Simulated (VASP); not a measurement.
## RbBr (zincblende): one PBE with spin–orbit coupling single-point calculation in two programs

```
CELL_PARAMETERS angstrom
0.00000 3.86950 3.86950
3.86950 0.00000 3.86950
3.86950 3.86950 0.00000
ATOMIC_POSITIONS crystal
Rb 0.00000 0.00000 0.00000
Br 0.25000 0.25000 0.25000
```

Datasets and cutoffs are each program's own. VASP's cell holds 16 valence electrons and Ansatz's 16.

Cutoffs: 520 eV in VASP, 420 eV in Ansatz. k meshes: 6×6×6 and 6×6×6.

```
                              VASP   Ansatz
gap between bands v and c  3.94 eV  3.94 eV
         least direct gap  4.02 eV  4.02 eV
```

Band v is the last that the valence electrons fill when counted band by band, and c is the next. Levels in eV from the top of v, Ansatz:

```csv
point,v−2,v,c,c+2
Γ,-0.08,-0.08,3.94,8.03
X,-0.17,0.00,5.79,6.60
W,-0.14,-0.05,5.91,6.57
K,-0.14,-0.03,5.91,6.62
L,-0.19,-0.03,6.14,6.35
```

VASP:

```csv
point,v−2,v,c,c+2
Γ,-0.08,-0.08,3.94,8.02
X,-0.17,0.00,5.79,6.60
W,-0.14,-0.05,5.91,6.57
K,-0.14,-0.03,5.91,6.63
L,-0.19,-0.03,6.14,6.35
```
